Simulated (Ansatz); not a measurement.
**BAs: the band gap up the ladder of functionals**

An exercise on one series of results from a longer session: the logs are not shown, and one member is left open.

The runs shown are made with Ansatz 0.2.0. PAW datasets, plane waves. Calculated at 0 K for a non-magnetic cell.

## The structure to begin with

The cell was relaxed beforehand with r2SCAN.

Space group F-43m (No. 216), cubic; a = 4.784 Å in the conventional setting, 13.68 Å³ an atom. Around B lie 4 As at 2.07 Å; around As lie 4 B at 2.07 Å.

Structure file:

```cif
data_structure
_symmetry_space_group_name_H-M 'F-43m'
_symmetry_Int_Tables_number 216
_cell_length_a 4.7837
_cell_length_b 4.7837
_cell_length_c 4.7837
_cell_angle_alpha 90.000
_cell_angle_beta 90.000
_cell_angle_gamma 90.000
_cell_volume 109.47
loop_
_atom_site_label
_atom_site_type_symbol
_atom_site_symmetry_multiplicity
_atom_site_Wyckoff_symbol
_atom_site_fract_x
_atom_site_fract_y
_atom_site_fract_z
_atom_site_occupancy
B1 B 4 a 0.00000 0.00000 0.00000 1
As1 As 4 d 0.25000 0.25000 0.75000 1
```

Set-up of the first run:

File input.yaml:

```yaml
crystal:
  lattice:
    - [0.0, 2.3918698983, 2.3918698983]
    - [2.3918698983, 0.0, 2.3918698983]
    - [2.3918698983, 2.3918698983, 0.0]
  atoms:
    - { symbol: B, position: [0.0, 0.0, 0.0] }
    - { symbol: As, position: [0.25, 0.25, 0.25] }
kpoints:
  mp_grid: { grid: [10, 10, 10] }
  band_path:
    path:
      - [[0.0, 0.0, 0.0], [-0.5, -0.5, -4.796476848831e-34], [-0.375, -0.375, 0.25]]
      - [[-0.375, 2.028927521889e-17, 0.375], [0.0, 0.0, 0.0], [-5.617294885642e-19, -5.617294885642e-19, 0.5], [-0.5, -0.25, 0.25], [-0.5, -0.5, -4.796476848831e-34]]
    npoints: 10
hamiltonian:
  xc: pbe
scf:
  occupations: { method: fermi_dirac, width: 0.02 }
  n_extra_bands: 4
output:
  forces: true
  stress: true
  eigenvalues: true
```

On the command line:

```console
> ansatz run input.yaml --threads 1 --pin off --max-ram 2304MiB --backend cpu --events-out ev --progress --plain --runs-dir out
```

Steps of the session up to this table: PBE band path; Single point with r2SCAN; Single point with HSE06; PBE+SOC; PBE0 at the same geometry; LDA at the same geometry; G0W0 on PBE; One-shot GW from PBE; DDH-PBE0; Single point with HSE06+SOC; r2SCANh; Hartree-Fock at the same geometry.

One of the session's tables, all rows but one given; the rest of the session is left out.

```
                     level  gap (eV)
                       PBE      1.19
                    r2SCAN      1.37
                     HSE06      1.83
                   PBE+SOC      1.12
                      PBE0      2.51
                       LDA      1.13
 G0W0@PBE (81 empty bands)      1.78
G0W0@PBE (202 empty bands)      1.86
                  DDH-PBE0      1.72
                 HSE06+SOC      1.76
                   r2SCANh      1.86
              Hartree-Fock         ?
```

Q: Estimate the row for Hartree-Fock from the others.

**Answer.** gap (eV): 7.29. In the column «gap (eV)» it is the highest.

Meshes: PBE 10×10×10, r2SCAN 10×10×10, HSE06 6×6×6, PBE+SOC 10×10×10, PBE0 6×6×6, LDA 10×10×10, DDH-PBE0 6×6×6, HSE06+SOC 6×6×6, r2SCANh 6×6×6, Hartree-Fock 6×6×6

Limits of these values: Warnings in the runs' records: stress exchange threshold loose, stress scf threshold loose.
